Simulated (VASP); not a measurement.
CdS:

```
Cd S
1.0
     4.26117    0.00000    0.00000
    -2.13058    3.69028    0.00000
     0.00000    0.00000    5.80417
Cd S
1 1
Cartesian
  0.0000 0.0000 2.5695
  2.1306 1.2301 2.5208
```

Measurements of this composition are mostly on another form, of space group No. 186.

Program: VASP 6.6.1. Alike in all runs: task band structure; no spin polarisation; cell as given; k mesh 8 × 8 × 6; cutoff (eV) 520; smearing gaussian 0.02 eV.

Question: Order these runs on this cell by their band gap on the k mesh, lowest first.
A. level PBE; potentials or basis VASP PAW PBE potentials, release 64 (Cd, S)
B. level LDA; potentials or basis VASP PAW LDA potentials, release 64 (Cd, S)
C. level r2SCAN; potentials or basis VASP PAW PBE potentials, release 64 (Cd, S)

Answer: B (1.29 eV), A (1.47 eV), C (1.90 eV).

